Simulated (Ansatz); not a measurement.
# SnTe (F-43m) in Ansatz: convergence with k mesh

Aim: find how far k mesh must go before the results for SnTe settle, at LDA. This setting moves, with any that are tied to it; all else stays.

Program: Ansatz 0.2.0. These are calculated values, not measurements. Logs are shortened: lines on timing, memory, paths and dates and some standing lists are left out, and cuts for length are marked.

### 1 The structure

It takes space group F-43m (No. 216, cubic). The conventional cell has a = 7.222 Å, b = 7.222 Å, c = 7.222 Å, α = 90.00°, β = 90.00°, γ = 90.00°. Around Te (site symmetry -43m) lie 4 Sn at 3.13 Å. Sn (site symmetry -43m) is surrounded by 4 Te at 3.13 Å.

Measurements of this composition are mostly on another form, of space group No. 225.

### 2 With k mesh 2 × 2 × 2

File input.yaml:

```yaml
crystal:
  lattice:
    - [0.0, 3.611146, 3.611146]
    - [3.611146, 0.0, 3.611146]
    - [3.611146, 3.611146, 0.0]
  atoms:
    - { symbol: Te, position: [0.25, 0.25, 0.25] }
    - { symbol: Sn, position: [0.0, 0.0, 0.0] }
hamiltonian:
  xc: lda
  pseudopotentials: { kind: paw, source: jth, xc_functional: pbe }
kpoints:
  mp_grid: { grid: [2, 2, 2] }
scf:
  occupations: { method: fermi_dirac, width: 0.1 }
output:
  forces: true
  stress: true
  eigenvalues: true
```

Potentials or basis: JTH PAW.

Launch:

```bash
$ ansatz run input.yaml --threads 2 --pin off --max-ram 5632MiB --backend cpu --events-out ev --progress --plain --runs-dir out
```

It took 7.8 s on 2 threads of Arm Neoverse V2, shared host; peak memory 2.4 GiB.

Results:

* Free energy: -10651.7864 eV
* Pressure: -3.3 GPa
* Band gap on the k mesh: 0.73 eV, direct

### 3 With k mesh 3 × 3 × 3

input.yaml: that of step 2 with these lines changed.

```diff
@@ -12,3 +12,3 @@
 kpoints:
-  mp_grid: { grid: [2, 2, 2] }
+  mp_grid: { grid: [3, 3, 3] }
 scf:
```

Potentials or basis: JTH PAW.

Launch:

```bash
$ ansatz run input.yaml --threads 2 --pin off --max-ram 5632MiB --backend cpu --events-out ev --progress --plain --runs-dir out
```

Run time: 15 s. Hardware: 2 threads of Arm Neoverse V2, shared host; peak memory 2.5 GiB.

What came out:

| Item | Value |
| --- | --- |
| Free energy | -10651.6021 eV |
| Pressure | -3.0 GPa |
| Band gap on the k mesh | 0.77 eV, indirect (least direct gap 0.92 eV) |

### 4 With k mesh 4 × 4 × 4

input.yaml: that of step 3 with these lines changed.

```diff
@@ -12,3 +12,3 @@
 kpoints:
-  mp_grid: { grid: [3, 3, 3] }
+  mp_grid: { grid: [4, 4, 4] }
 scf:
```

Launch:

```bash
$ ansatz run input.yaml --threads 2 --pin off --max-ram 5632MiB --backend cpu --events-out ev --progress --plain --runs-dir out
```

Run time: 25 s. Hardware: 2 threads of Arm Neoverse V2, shared host; peak memory 2.8 GiB.

Results:

```yaml
Free_energy: -10651.5096 eV
Pressure: -2.6 GPa
Band_gap_on_the_k_mesh: none (metal or under the smearing width)
```

### 5 With k mesh 5 × 5 × 5

input.yaml: that of step 4 with these lines changed.

```diff
@@ -12,3 +12,3 @@
 kpoints:
-  mp_grid: { grid: [4, 4, 4] }
+  mp_grid: { grid: [5, 5, 5] }
 scf:
```

Launch:

```bash
$ ansatz run input.yaml --threads 2 --pin off --max-ram 5632MiB --backend cpu --events-out ev --progress --plain --runs-dir out
```

It took 32 s on 2 threads of Arm Neoverse V2, shared host; peak memory 2.9 GiB.

Results:

```
Free energy : -10651.4868 eV
Pressure    : -2.3 GPa
```

### 6 With k mesh 6 × 6 × 6

input.yaml: that of step 5 with these lines changed.

```diff
@@ -12,3 +12,3 @@
 kpoints:
-  mp_grid: { grid: [5, 5, 5] }
+  mp_grid: { grid: [6, 6, 6] }
 scf:
```

Potentials or basis: JTH PAW.

Launch:

```bash
$ ansatz run input.yaml --threads 2 --pin off --max-ram 5632MiB --backend cpu --events-out ev --progress --plain --runs-dir out
```

Run time: 50 s. Hardware: 2 threads of Arm Neoverse V2, shared host; peak memory 3.2 GiB.

It converged, with:

* Free energy: -10651.4854 eV
* Pressure: -2.2 GPa

### 7 With k mesh 7 × 7 × 7

input.yaml: that of step 6 with these lines changed.

```diff
@@ -12,3 +12,3 @@
 kpoints:
-  mp_grid: { grid: [6, 6, 6] }
+  mp_grid: { grid: [7, 7, 7] }
 scf:
```

Launch:

```bash
$ ansatz run input.yaml --threads 2 --pin off --max-ram 5632MiB --backend cpu --events-out ev --progress --plain --runs-dir out
```

Run time: 71 s. Hardware: 2 threads of Arm Neoverse V2, shared host; peak memory 3.6 GiB.

It converged, with:

* Free energy: -10651.4853 eV
* Pressure: -2.2 GPa

### 8 With k mesh 9 × 9 × 9

input.yaml: that of step 7 with these lines changed.

```diff
@@ -12,3 +12,3 @@
 kpoints:
-  mp_grid: { grid: [7, 7, 7] }
+  mp_grid: { grid: [9, 9, 9] }
 scf:
```

Launch:

```bash
$ ansatz run input.yaml --threads 2 --pin off --max-ram 5632MiB --backend cpu --events-out ev --progress --plain --runs-dir out
```

Wall time 1.8 min (2 threads of Arm Neoverse V2, shared host); peak memory 3.8 GiB.

Results (log left out):

```yaml
Free_energy: -10651.4858 eV
Pressure: -2.2 GPa
```

### 9 With k mesh 11 × 11 × 11

input.yaml: that of step 8 with these lines changed.

```diff
@@ -12,3 +12,3 @@
 kpoints:
-  mp_grid: { grid: [9, 9, 9] }
+  mp_grid: { grid: [11, 11, 11] }
 scf:
```

Potentials or basis: JTH PAW.

Launch:

```bash
$ ansatz run input.yaml --threads 2 --pin off --max-ram 5632MiB --backend cpu --events-out ev --progress --plain --runs-dir out
```

The program printed:

```text
Warning: the checks of this Te dataset prove no rule for summing its radial tables, as where they were carried onto another mesh than they were made on, and Gregory's rule is taken, under which a leading mesh point left out moves its sums only by what lay on the interval it spanned. That does not make them correct, and they differ from Quantum ESPRESSO's on this file; a re-export a fraction of a mesh step off can move them. hamiltonian.pseudopotentials.radial_quadrature: simpson_from_first_knot sums it by `pw.x`'s rule; on a PAW file no value gives `pw.x`'s numbers. What more to know: hamiltonian.pseudopotentials.radial_quadrature, in the input reference
Warning: the checks of this Sn dataset prove no rule for summing its radial tables, as where they were carried onto another mesh than they were made on, and Gregory's rule is taken, under which a leading mesh point left out moves its sums only by what lay on the interval it spanned. That does not make them correct, and they differ from Quantum ESPRESSO's on this file; a re-export a fraction of a mesh step off can move them. hamiltonian.pseudopotentials.radial_quadrature: simpson_from_first_knot sums it by `pw.x`'s rule; on a PAW file no value gives `pw.x`'s numbers. What more to know: hamiltonian.pseudopotentials.radial_quadrature, in the input reference
Warning: RAYON_NUM_THREADS=2 ignored (pool sized by the plan → 2); use --threads N
Engine: ansatz 0.2.0, aarch64-unknown-linux-gnu
Pseudopotentials: kind: paw
Pseudopotential: Te, paw, valence charge 6, recommended cutoff 540 eV (normal), Te.paw.azcp
Pseudopotential: Sn, paw, valence charge 14, recommended cutoff 6600 eV (normal), Sn.paw.azcp
Functional definition: SPW92
  exchange = slater_x
  correlation = pw_c
Crystal: 2 atoms, lattice volume = 94.181 Å³
Basis set: ecut = 6600 eV, 114523 PW (Γ)
Bands: 14, of which v1, the nominal top of the filled ones, is band 10 counted from 1 (9 counted from 0)
Symmetry: 24 space group operations
Space group: F-43m (ITA 216), of the structure as read, at distance tolerance 4.5e-5 Å
k-points: 56 of 1331 (time reversal used)
Non-local potential: Te, projectors of the file, l = 0: 2, l = 1: 2
Non-local potential: Sn, projectors of the file, l = 0: 2, l = 1: 2, l = 2: 2
PAW form: soft (Blöchl's): semilocal exchange-correlation on the pseudo side does not see the compensation charge
PAW frozen core: Sn, regenerated for the run's functional, and the local potential with it (the file was generated under x = pbe(κ = 0.804, μ = 0.2195149727645171), c = pbe(β = 0.06672455060314922))
PAW one-centre angular grid: Te, 110 points (default); XC on 64 Gauss nodes
PAW one-centre angular grid: Sn, 590 points (default); XC on 64 Gauss nodes
Initial density: superposition of atomic densities (chi_scale 0.1, normalization cell, long waves kept (reshape's long-wave potential 0.00 eV rms))
Initial wavefunctions: pseudopotential atomic-orbital guess
Functional: x = slater, c = lda
SCF iter   1: F=—  HF=-10651.588738 eV  |F-HF|=—  |Δ(HF+E_count)|=         —  Δρ=1.41e-2  dr2=3.88e-1  ethr=3.10e-3  ⟨swp⟩=9.9  Hψ=6449  notcnv=0
preconditioner: auto → none  [insulator: Δε(μ)=0.394 eV  Ē_g=7.918 eV  σ=0.100 eV  W_gap=0.74  n_scr=14 (ndim 8)  ℏωp=12.1 eV  f_vac=0.062  D(μ)=0.14/eV (n_scr^D=0)  ε∞_Penn≈3.3]
SCF iter   2: F=—  HF=-10651.510034 eV  |F-HF|=—  |Δ(HF+E_count)|=   7.87e-2  Δρ=7.14e-3  dr2=9.16e-2  ethr=1.94e-3  ⟨swp⟩=3.0  Hψ=1741  notcnv=0
SCF iter   3: F=—  HF=-10651.488030 eV  |F-HF|=—  |Δ(HF+E_count)|=   2.20e-2  Δρ=3.46e-3  dr2=1.27e-2  ethr=4.58e-4  ⟨swp⟩=2.1  Hψ=1184  notcnv=0
SCF iter   4: F=—  HF=-10651.485852 eV  |F-HF|=—  |Δ(HF+E_count)|=   2.18e-3  Δρ=7.72e-4  dr2=6.28e-4  ethr=6.37e-5  ⟨swp⟩=2.5  Hψ=1357  notcnv=0
SCF iter   5: F=—  HF=-10651.485787 eV  |F-HF|=—  |Δ(HF+E_count)|=   6.44e-5  Δρ=1.44e-4  dr2=1.21e-5  ethr=3.14e-6  ⟨swp⟩=2.1  Hψ=1195  notcnv=0
SCF iter   6: F=—  HF=-10651.485793 eV  |F-HF|=—  |Δ(HF+E_count)|=   5.59e-6  Δρ=4.51e-5  dr2=1.00e-6  ethr=6.05e-8  ⟨swp⟩=2.2  Hψ=1196  notcnv=0
SCF iter   7: F=-10651.485793 eV  HF=-10651.485793 eV  |F-HF|=4.51e-8  |Δ(HF+E_count)|=   7.47e-8  Δρ=1.28e-5  dr2=8.49e-8  ethr=5.00e-10  ⟨swp⟩=9.5  Hψ=5211  notcnv=0
SCF 1 converged in 7 iterations: F = -10651.485793 eV  dr2 = 8.49e-8
SCF converged after 7 iterations
Free energy (F): -10651.485793 eV
Harris-Foulkes:  -10651.485793 eV  (|F-HF|=4.51e-8)
Internal energy: -10651.471875 eV  (E = F + TS)
E sigma→0 (E₀):  -10651.478834 eV
Entropy (-TS):   -0.013918 eV (-6.959 meV/atom)
Fermi energy:    3.545262 eV
--- Per-component energies (eV) ---
  E_band       = -195.241735
  E_kinetic    = 383.005654
  E_local      = -2352.795699  (includes V_loc(G=0)·N_el)
  E_nonlocal   = 693.402962
  E_hartree    = 942.397210
  E_xc         = -293.767062
  E_vxc        = -204.995039  (∫ρ·V_xc dr)
  E_paw        = -8829.453775  (= ΣΔE_a)
  E_vpaw       = -598.643197  (= ΣTr[D̂ρ^β])
  E_aug_tail   = -0.000003  (compensation charges beyond the density's cutoff)
  E_ewald      = -1194.684863
  E_core_change = 0.423700  (= ΣΔE_core)
  E_smearing   = -0.013918  (= −TS)
  E_closure    = -0.000000  (closes the sum)
  Σ components = -10651.485793   (vs F -10651.485793, Δ=0.00e0)
--- Forces (eV/Å), atoms counted from 1 ---
  atom   1  Te    -0.00000000     0.00000000     0.00000000
  atom   2  Sn    -0.00000000     0.00000000     0.00000000
  max |Σ_I F_I| component: 4.00e-15 eV/Å
--- Stress (GPa, compression-positive) ---
       -2.235534      -0.000000       0.000000
       -0.000000      -2.235534       0.000000
        0.000000       0.000000      -2.235534
  P = ⅓ Tr σ = -2.2355 GPa (-22.355 kbar)
--- Band table (eV; the first three rows and the last of 56) ---
  k-point 0: bands = ["-18.1260", "-18.1260", "-18.1260", "-18.1167", "-18.1167", "-8.0566", "-1.7920", "1.6311", "1.6311", "1.6311", "4.5163", "4.5163", "4.5163", "7.4464"]
  k-point 1: bands = ["-18.1261", "-18.1259", "-18.1259", "-18.1167", "-18.1167", "-8.0216", "-1.9595", "1.5759", "1.5759", "1.6714", "4.5593", "4.6077", "4.6077", "7.7294"]
  k-point 2: bands = ["-18.1264", "-18.1256", "-18.1256", "-18.1166", "-18.1166", "-7.9228", "-2.3689", "1.4424", "1.4424", "1.6954", "4.8165", "4.8290", "4.8290", "8.3642"]
  k-point 55: bands = ["-18.1281", "-18.1244", "-18.1233", "-18.1170", "-18.1161", "-7.3128", "-3.8709", "0.0945", "0.3573", "3.4450", "4.8256", "5.7768", "6.6400", "8.6174"]
```

Wall time 3 min (2 threads of Arm Neoverse V2, shared host); peak memory 4.4 GiB.

Results:

| Item | Value |
| --- | --- |
| Free energy | -10651.4858 eV |
| Pressure | -2.2 GPa |

### 10 Summary

```csv
k mesh,"energy less the tightest run, at zero smearing (meV/atom)",pressure (GPa),SCF cycles,CPU time (s),peak memory (GiB)
2 × 2 × 2,-149.36,-3.31,7,15,2.4
3 × 3 × 3,-58.26,-3.00,7,27,2.5
4 × 4 × 4,-9.23,-2.57,8,48,2.8
5 × 5 × 5,0.35,-2.25,7,62,2.9
6 × 6 × 6,0.10,-2.23,7,99,3.2
7 × 7 × 7,0.05,-2.22,8,140,3.6
9 × 9 × 9,-0.11,-2.24,7,210,3.8
11 × 11 × 11,0.00,-2.24,7,340,4.4
```

Against the tightest run, the energy stays within 1 meV/atom from 5 × 5 × 5 on; the pressure stays within 0.1 GPa from 5 × 5 × 5 on. Meshes of other sizes hit other points, so gaps and Fermi surfaces needn't settle smoothly. The tightest run that finished is the yardstick and may itself not be fully converged.
